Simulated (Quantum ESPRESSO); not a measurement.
# As (R-3m) in Quantum ESPRESSO: energy-loss spectrum with PBEsol

Aim: the energy-loss spectrum of As with PBEsol.

Program: Quantum ESPRESSO 7.5. These are calculated values, not measurements. Logs are shortened: lines on timing, memory, paths and dates and some standing lists are left out, and cuts for length are marked.

### Step 1. Starting point

Symmetry: R-3m, No. 166, trigonal system. The conventional cell has a = 3.762 Å, b = 3.762 Å, c = 10.542 Å, α = 90.00°, β = 90.00°, γ = 120.00°. As (site symmetry 3m) has 3 As at 2.51 Å as nearest neighbours.

### Step 2. Energy-loss spectrum, PBEsol

Input file pw.in:

```
&CONTROL
  calculation = 'scf'
  prefix = 'pwscf'
  outdir = './tmp'
  pseudo_dir = './pseudo'
  tprnfor = .true.
  tstress = .true.
  disk_io = 'low'
/
&SYSTEM
  ibrav = 0
  nat = 2
  ntyp = 1
  ecutwfc = 45
  ecutrho = 360
  nbnd = 10
  input_dft = 'pbesol'
  occupations = 'smearing'
  smearing = 'mv'
  degauss = 0.00999582
/
&ELECTRONS
  conv_thr = 4d-10
  electron_maxstep = 120
  mixing_beta = 0.5
/
ATOMIC_SPECIES
As    74.9216 as_pbe_v1.uspp.F.UPF
CELL_PARAMETERS angstrom
   1.8807968987    1.0858785957    3.5140619945
  -1.8807968987    1.0858785957    3.5140619945
   0.0000000000   -2.1717571915    3.5140619945
ATOMIC_POSITIONS angstrom
As     0.0000000000    0.0000000000    2.3825340323
As     0.0000000000   -0.0000000001    8.1596519512
K_POINTS automatic
6 6 6 0 0 0
```

Input file scf2.in:

```
&CONTROL
  calculation = 'scf'
  prefix = 'pwscf'
  outdir = './tmp'
  pseudo_dir = './pseudo'
  tprnfor = .true.
  tstress = .true.
  disk_io = 'low'
/
&SYSTEM
  ibrav = 0
  nat = 2
  ntyp = 1
  ecutwfc = 45
  ecutrho = 360
  nbnd = 10
  input_dft = 'pbesol'
  occupations = 'smearing'
  smearing = 'mv'
  degauss = 0.00999582
/
&ELECTRONS
  conv_thr = 1d-11
  electron_maxstep = 120
  mixing_beta = 0.5
  startingpot = 'file'
  startingwfc = 'file'
/
ATOMIC_SPECIES
As    74.9216 as_pbe_v1.uspp.F.UPF
CELL_PARAMETERS angstrom
   1.8807968987    1.0858785957    3.5140619945
  -1.8807968987    1.0858785957    3.5140619945
   0.0000000000   -2.1717571915    3.5140619945
ATOMIC_POSITIONS angstrom
As     0.0000000000    0.0000000000    2.3825340323
As     0.0000000000   -0.0000000001    8.1596519512
K_POINTS automatic
6 6 6 0 0 0
```

Input file eels.in:

```
&LR_INPUT
  prefix = 'pwscf'
  outdir = './tmp'
  restart_step = 5000
  restart = .false.
/
&LR_CONTROL
  calculator = 'lanczos'
  approximation = 'TDDFT'
  q1 = 0
  q2 = 0
  q3 = 0.6574690699
  itermax = 400
/
```

Input file spectrum.in:

```
&LR_INPUT
  prefix = 'pwscf'
  outdir = './tmp'
  eels = .true.
  itermax0 = 400
  itermax = 20000
  extrapolation = 'osc'
  epsil = 0.03
  units = 1
  start = 0
  end = 40
  increment = 0.2
/
```

Potentials or basis: GBRV 1.5 PBE.

Command:

```console
$ OMP_NUM_THREADS=1 pw.x -in pw.in > pw.out
$ OMP_NUM_THREADS=1 pw.x -in scf2.in > scf2.out
$ OMP_NUM_THREADS=1 turbo_eels.x -in eels.in > eels.out
$ OMP_NUM_THREADS=1 turbo_spectrum.x -in spectrum.in > spectrum.out
```

pw.out:

```text
This program is part of the open-source Quantum ESPRESSO suite
     for quantum simulation of materials; please cite
         "P. Giannozzi et al., J. Phys.:Condens. Matter 21 395502 (2009);
         "P. Giannozzi et al., J. Phys.:Condens. Matter 29 465901 (2017);
         "P. Giannozzi et al., J. Chem. Phys. 152 154105 (2020);
     in publications or presentations arising from this work. More details at

     IMPORTANT: XC functional enforced from input :
     Exchange-correlation= PBESOL
                           (   1   4  10   8   0   0   0)
     Any further DFT definition will be discarded
     Please, verify this is what you really want

     Message from routine setup:
     using ibrav=0 with symmetry is DISCOURAGED, use correct ibrav instead

     G-vector sticks info
     --------------------
     sticks:   dense  smooth     PW     G-vecs:    dense   smooth      PW
     Sum        1413     711    229                33527    11897    2165

     Using Slab Decomposition

     bravais-lattice index     =            0
     lattice parameter (alat)  =       7.8065  a.u.
     unit-cell volume          =     290.5899 (a.u.)^3
     number of atoms/cell      =            2
     number of atomic types    =            1
     number of electrons       =        10.00
     number of Kohn-Sham states=           10
     kinetic-energy cutoff     =      45.0000  Ry
     charge density cutoff     =     360.0000  Ry
     scf convergence threshold =      4.0E-10
     mixing beta               =       0.5000
     number of iterations used =            8  plain     mixing
     Exchange-correlation= PBESOL
                           (   1   4  10   8   0   0   0)

     celldm(1)=   7.806459  celldm(2)=   0.000000  celldm(3)=   0.000000
     celldm(4)=   0.000000  celldm(5)=   0.000000  celldm(6)=   0.000000

     crystal axes: (cart. coord. in units of alat)
               a(1) = (   0.455289   0.262861   0.850656 )
               a(2) = (  -0.455289   0.262861   0.850656 )
               a(3) = (   0.000000  -0.525722   0.850656 )

     reciprocal axes: (cart. coord. in units 2 pi/alat)
               b(1) = (  1.098205  0.634049  0.391854 )
               b(2) = ( -1.098205  0.634049  0.391854 )
               b(3) = (  0.000000 -1.268098  0.391854 )

     PseudoPot. # 1 for As read from file:
     as_pbe_v1.uspp.F.UPF
     Pseudo is Ultrasoft + core correction, Zval =  5.0
     Generated by new atomic code, or converted to UPF format
     Using radial grid of  875 points,  6 beta functions with:
                l(1) =   0
                l(2) =   0
                l(3) =   1
                l(4) =   1
                l(5) =   2
                l(6) =   2
     Q(r) pseudized with  8 coefficients,  rinner =    1.300   1.300   1.300
                                                       1.300   1.300

     atomic species   valence    mass     pseudopotential
     As                5.00    74.92160     As( 1.00)

     12 Sym. Ops., with inversion, found

   Cartesian axes

     site n.     atom                  positions (alat units)
         1        As     tau(   1) = (   0.0000000   0.0000000   0.5767451  )
         2        As     tau(   2) = (   0.0000000  -0.0000000   1.9752244  )

     number of k points=    32  Marzari-Vanderbilt smearing, width (Ry)=  0.0100
                       cart. coord. in units 2pi/alat
        k(    1) = (   0.0000000   0.0000000   0.0000000), wk =   0.0092593
        k(    2) = (   0.0000000  -0.2113496   0.0653090), wk =   0.0555556
        k(    3) = (   0.0000000  -0.4226992   0.1306181), wk =   0.0555556
        k(    4) = (   0.0000000   0.6340488  -0.1959271), wk =   0.0277778
        k(    5) = (  -0.1830341  -0.1056748   0.1306181), wk =   0.0555556
        k(    6) = (  -0.1830341  -0.3170244   0.1959271), wk =   0.1111111
[... 24 lines left out ...]
        k(   31) = (   0.9151706   0.3170244  -0.1959271), wk =   0.0555556
        k(   32) = (   0.0000000   0.0000000  -0.5877813), wk =   0.0092593

     Dense  grid:    33527 G-vectors     FFT dimensions: (  48,  48,  48)

     Smooth grid:    11897 G-vectors     FFT dimensions: (  36,  36,  36)

     Initial potential from superposition of free atoms

     starting charge       9.9995, renormalised to      10.0000
     Starting wfcs are    8 randomized atomic wfcs +    2 random wfcs

     Self-consistent Calculation

     iteration #  1     ecut=    45.00 Ry     beta= 0.50
     Davidson diagonalization with overlap
     ethr =  1.00E-02,  avg # of iterations =  6.4

     Threshold (ethr) on eigenvalues was too large:
     Diagonalizing with lowered threshold

     Davidson diagonalization with overlap
     ethr =  1.04E-04,  avg # of iterations =  4.2

     total energy              =     -79.84171003 Ry
     estimated scf accuracy    <       0.01036532 Ry

     iteration #  2     ecut=    45.00 Ry     beta= 0.50
     Davidson diagonalization with overlap
     ethr =  1.04E-04,  avg # of iterations =  1.0

     total energy              =     -79.84152025 Ry
     estimated scf accuracy    <       0.00223919 Ry

     iteration #  3     ecut=    45.00 Ry     beta= 0.50
     Davidson diagonalization with overlap
     ethr =  2.24E-05,  avg # of iterations =  1.9

     total energy              =     -79.84162590 Ry
     estimated scf accuracy    <       0.00000869 Ry

     iteration #  4     ecut=    45.00 Ry     beta= 0.50
     Davidson diagonalization with overlap
     ethr =  8.69E-08,  avg # of iterations =  7.2

     total energy              =     -79.84168312 Ry
     estimated scf accuracy    <       0.00000138 Ry

     iteration #  5     ecut=    45.00 Ry     beta= 0.50
     Davidson diagonalization with overlap
     ethr =  1.38E-08,  avg # of iterations =  2.7

     total energy              =     -79.84168343 Ry
     estimated scf accuracy    <       0.00000018 Ry

     iteration #  6     ecut=    45.00 Ry     beta= 0.50
     Davidson diagonalization with overlap
     ethr =  1.78E-09,  avg # of iterations =  3.5

     total energy              =     -79.84168349 Ry
     estimated scf accuracy    <          4.6E-09 Ry

     iteration #  7     ecut=    45.00 Ry     beta= 0.50
     Davidson diagonalization with overlap
     ethr =  4.61E-11,  avg # of iterations =  4.5

     total energy              =     -79.84168350 Ry
     estimated scf accuracy    <          1.1E-09 Ry

     iteration #  8     ecut=    45.00 Ry     beta= 0.50
     Davidson diagonalization with overlap
     ethr =  1.14E-11,  avg # of iterations =  2.4

     End of self-consistent calculation

          k = 0.0000 0.0000 0.0000 (  1509 PWs)   bands (ev):

    -7.5990   1.6788   5.0112   5.4758   5.4758   9.0864  10.4142  10.4142
    14.3698  14.3698

          k = 0.0000-0.2113 0.0653 (  1498 PWs)   bands (ev):

    -7.2275   0.4954   4.8718   5.2123   5.6225   9.2518   9.9555  10.1079
    13.1316  13.9328

          k = 0.0000-0.4227 0.1306 (  1491 PWs)   bands (ev):

    -6.1456  -1.8399   4.6381   4.7947   6.3598   8.0488   8.7050   9.2809
    14.2465  15.3998

          k = 0.0000 0.6340-0.1959 (  1490 PWs)   bands (ev):

    -4.8693  -3.6336   4.6228   4.6862   7.1175   7.1282   7.8331   8.8951
    16.4429  16.6692

          k =-0.1830-0.1057 0.1306 (  1493 PWs)   bands (ev):

    -7.1513   0.4198   4.1144   4.7611   6.4753   8.7774   9.7007  11.1344
    13.2048  14.7345

          k =-0.1830-0.3170 0.1959 (  1485 PWs)   bands (ev):

    -6.3599  -1.0788   3.5037   4.0223   5.8624   9.3750  10.2860  10.6398
    12.4823  16.0478

          k =-0.1830 0.7397-0.1306 (  1481 PWs)   bands (ev):

    -4.9862  -3.1014   2.9779   4.0490   5.5345   9.1100   9.3753  10.7667
    14.5150  16.9009

          k =-0.1830 0.5284-0.0653 (  1478 PWs)   bands (ev):

    -5.2853  -2.7541   2.8805   4.9006   5.7373   8.2852   8.6514  11.1577
    14.2685  15.9878

          k =-0.1830 0.3170 0.0000 (  1483 PWs)   bands (ev):

    -6.5789  -0.7996   3.7149   5.5142   5.7372   8.3899   8.9846  10.8577
    12.6288  15.0198

          k =-0.3661-0.2113 0.2612 (  1484 PWs)   bands (ev):

    -5.9207  -1.2141   2.4371   3.7469   4.2430   9.1888  11.8391  12.3308
    13.7452  17.4252

          k =-0.3661 0.8454-0.0653 (  1475 PWs)   bands (ev):

    -4.9447  -2.3785   1.6228   3.4298   3.9604  10.2614  11.6285  12.7528
    13.4427  18.1286

          k =-0.3661 0.6340 0.0000 (  1474 PWs)   bands (ev):

    -3.9187  -3.7567   1.4685   4.2518   4.2619  10.0682  10.1908  13.3846
    13.9951  15.3714

          k = 0.5491 0.3170-0.3919 (  1482 PWs)   bands (ev):

    -4.8260  -2.2703   1.4965   3.2813   3.3467   8.8526  12.9976  14.4031
    14.8000  18.2281

          k =-0.0000 0.0000 0.1959 (  1493 PWs)   bands (ev):

    -7.3632   0.3364   5.5102   5.5102   5.9300   9.2341   9.7760   9.7760
    14.0315  14.7524

          k =-0.0000-0.2113 0.2612 (  1487 PWs)   bands (ev):

    -6.8510  -0.6338   3.4957   5.5201   7.5033   8.1534   9.0144  11.1342
    13.8343  14.6636

          k =-0.0000 0.8454-0.0653 (  1483 PWs)   bands (ev):

    -5.6811  -2.3385   2.6889   4.7509   6.5977   8.3693   9.1914  11.0349
    14.9824  16.4446

          k =-0.0000 0.6340 0.0000 (  1488 PWs)   bands (ev):

    -4.9053  -3.2812   3.3271   4.1978   5.3942   8.8559   9.8171   9.8316
    13.6304  18.4527

          k =-0.0000 0.4227 0.0653 (  1484 PWs)   bands (ev):

    -6.2367  -1.3033   4.2064   4.2329   5.0090   8.8663   9.5056  10.8174
    12.8612  16.1375

          k =-0.1830-0.1057 0.3265 (  1479 PWs)   bands (ev):

    -6.6543  -0.9756   3.5891   4.5642   6.3261   9.5133  10.1197  10.7257
    13.4805  16.3320

          k =-0.1830 0.9511 0.0000 (  1490 PWs)   bands (ev):

    -5.8078  -1.7854   2.2626   3.3672   6.3171   9.2151  11.2063  11.8329
    13.6712  17.1159

          k =-0.1830 0.7397 0.0653 (  1476 PWs)   bands (ev):

    -4.6053  -3.1208   2.2789   2.3979   6.3019   8.5403  11.7160  12.0364
    14.3196  15.1594

          k =-0.1830 0.5284 0.1306 (  1474 PWs)   bands (ev):

    -5.2589  -2.4034   2.3762   3.7056   5.1445   9.0769  10.7817  11.1968
    13.6445  17.3467

          k = 0.7321 0.4227-0.3265 (  1486 PWs)   bands (ev):

    -5.3862  -1.9143   1.4194   3.7178   4.4241   9.5948  11.9150  13.6034
    13.9485  18.4007

          k = 0.7321 0.2113-0.2612 (  1475 PWs)   bands (ev):

    -4.6022  -2.7255   1.4036   2.3903   5.3031   9.7551  11.2931  13.9666
    14.2118  16.1434

          k = 0.7321-0.0000-0.1959 (  1480 PWs)   bands (ev):

    -3.8948  -3.7838   1.6044   3.2638   5.5029   8.4480  12.3639  12.4571
    14.3479  14.7470

          k = 0.5491 0.3170-0.1959 (  1475 PWs)   bands (ev):

    -4.8763  -2.6062   1.9212   3.5879   3.9603   9.2390  11.7385  12.9809
    13.3938  18.6522

          k =-0.0000 0.0000 0.3919 (  1478 PWs)   bands (ev):

    -6.7586  -1.5794   5.6234   5.6234   6.6620   8.7381   8.7381   9.4006
    14.4090  16.2216

          k =-0.0000 1.0567 0.0653 (  1486 PWs)   bands (ev):

    -6.2228  -1.9870   3.0522   5.2333   6.9890   8.8787   8.9725  11.5168
    14.9931  15.9811

          k =-0.0000 0.8454 0.1306 (  1471 PWs)   bands (ev):

    -5.2044  -2.5061   1.4655   4.1382   5.3001   9.8321  10.4439  13.4448
    14.0224  15.9401

          k = 0.9152 0.5284-0.2612 (  1487 PWs)   bands (ev):

    -6.0734  -2.2245   3.2230   4.7530   6.3140   9.4892   9.7263  11.2131
    14.1994  17.5789

          k = 0.9152 0.3170-0.1959 (  1478 PWs)   bands (ev):

    -5.4236  -2.2787   1.8351   3.0183   6.9899   8.4813  12.0108  12.2559
    14.9535  15.1997

          k = 0.0000 0.0000-0.5878 (  1472 PWs)   bands (ev):

    -6.3252  -2.4993   5.7138   5.7138   6.8235   8.2692   8.2692   9.3479
    15.4809  18.0269

     the Fermi energy is     7.5219 ev

!    total energy              =     -79.84168350 Ry
     estimated scf accuracy    <          1.3E-10 Ry
     smearing contrib. (-TS)   =      -0.00008778 Ry
     internal energy E=F+TS    =     -79.84159573 Ry

     The total energy is F=E-TS. E is the sum of the following terms:
     one-electron contribution =       7.70250306 Ry
     hartree contribution      =       1.42573024 Ry
     xc contribution           =     -62.37632549 Ry
     ewald contribution        =     -26.59350353 Ry

     convergence has been achieved in   8 iterations

     Forces acting on atoms (cartesian axes, Ry/au):

     atom    1 type  1   force =    -0.00000000    0.00000000    0.01396103
     atom    2 type  1   force =     0.00000000   -0.00000000   -0.01396103

     Total force =     0.019744     Total SCF correction =     0.000008

     Computing stress (Cartesian axis) and pressure

          total   stress  (Ry/bohr**3)                   (kbar)     P=        7.98
   0.00008927  -0.00000000   0.00000000           13.13       -0.00        0.00
  -0.00000000   0.00008927   0.00000000           -0.00       13.13        0.00
   0.00000000   0.00000000  -0.00001573            0.00        0.00       -2.31

=------------------------------------------------------------------------------=
   JOB DONE.
=------------------------------------------------------------------------------=
```

Run time: 6 min. Hardware: 1 thread of Arm Neoverse V1, shared host; peak memory 0.21 GiB.

Results:

| Quantity | Value |
| --- | --- |
| Free energy | -1086.3014 eV |
| Pressure | 0.8 GPa |
| Largest force | 0.359 eV/Å |
| Band gap on the k mesh | none (metal or under the smearing width) |
| Peak of the energy-loss function | 22.0 eV |

Forces in eV/Å, atoms in the order of the input:
```
As   0.000  0.000  0.359
As   0.000  0.000 -0.359
```

Energy-loss function at q = [0.0, 0.0, 1.0] (Å⁻¹, cartesian):
```
energy (eV)   loss
        0.0  0.000
        1.8  0.012
        3.4  0.070
        5.2  0.111
        7.0  0.196
        8.6  0.290
       10.4  0.298
       12.2  0.341
       13.8  0.445
       15.6  0.582
       17.4  0.870
       19.0  1.269
       20.8  1.726
       22.4  1.893
       24.2  1.287
       26.0  1.051
       27.6  1.013
       29.4  0.667
       31.2  0.355
       32.8  0.227
       34.6  0.179
       36.4  0.177
       38.0  0.157
       39.8  0.117
```

Caveat: the k mesh is coarse; the potentials were made for another functional, which shifts forces and pressure.
